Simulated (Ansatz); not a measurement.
Zincblende CaSe, relaxed with r2SCAN, was run in the PAW code Ansatz under altered settings. All numbers are computed, without spin polarisation but where a row says otherwise.

```xyz
2
Lattice="0.0000 3.2796 3.2796 3.2796 0.0000 3.2796 3.2796 3.2796 0.0000" Properties=species:S:1:pos:R:3 pbc="T T T"
Ca    0.0000    0.0000    0.0000
Se    1.6398    1.6398    1.6398
```

The base run's other keys:
```yaml
kpoints:
  mp_grid: { grid: [4, 4, 4] }
hamiltonian:
  xc: hse06
scf:
  occupations: { method: fixed }
  n_extra_bands: 4
```

It takes 13 iterations with 1411 plane waves at 420 eV and 8 k points, and leaves a mean stress of +0.29 GPa. The gap over this mesh is 4.091 eV.

Outcomes, with energy and stress as changes against the base:
```tsv
setting	outcome	ΔF (meV/atom)	Δ mean stress (GPa)	gap on the mesh (eV)	iterations
hamiltonian.xc: pbe0	converged	–	0.0	4.761	14
PBE hybrid, exx coeff 0.75, unscreened	converged	–	-0.4	8.093	16
scf.exx.ecutfock_ratio: 2	converged	0.0	0.0	4.091	13
PBE hybrid, exx coeff -0.2, omega 0.2078 1/Å	refused	–	–	–	–
scf.occupations: methfessel_paxton 0.001	converged	0.0	0.0	4.090	14
scf.max_iter: 2	not converged	–	–	–	4
```
A dash marks a value that wasn't obtained or can't be compared. Stress is positive in compression.

- hamiltonian.xc: pbe0. The mean stress moves by 0.0 GPa and the gap on the mesh by +0.671 eV (to 4.761). It's another functional on the same cell, so totals aren't comparable.
- PBE hybrid, exx coeff 0.75, unscreened. That is 75 % exact exchange, at all ranges, against HSE06's 25 % screened at 0.208 1/Å. The mean stress moves by -0.4 GPa and the gap on the mesh by +4.002 eV (to 8.093). Totals of different functionals aren't comparable.
- PBE hybrid, exx coeff -0.2, omega 0.2078 1/Å. The program doesn't start. Error: invalid value for `hamiltonian.xc.exx.coeff`: must be finite and in (0, 1]; got -0.2
- scf.max_iter: 2. The calculation stopped without meeting its thresholds. It stopped after 4 iterations; the base needs 13. Nothing that it printed is a property of the solid. Error: did not converge after 2 iterations: dr2 = 1.55e-3 (threshold 1.00e-7), under the density mixer `msr1`, which `scf.mixing.algorithm: auto` chose by the deck's other keys (type `scf.mixing.algorithm: msr1` to keep it); this is the SCF of exchange-loop cycle 1 […]

Within 1 meV an atom, 0.1 GPa and 0.005 eV of the base stay: scf.exx.ecutfock_ratio: 2; scf.occupations: methfessel_paxton 0.001.

The runs are scalar-relativistic, without spin-orbit coupling.

The stress of a hybrid is loosely converged in these runs.

The meshes of the hybrids are coarse, so their gaps aren't converged to the digits shown.
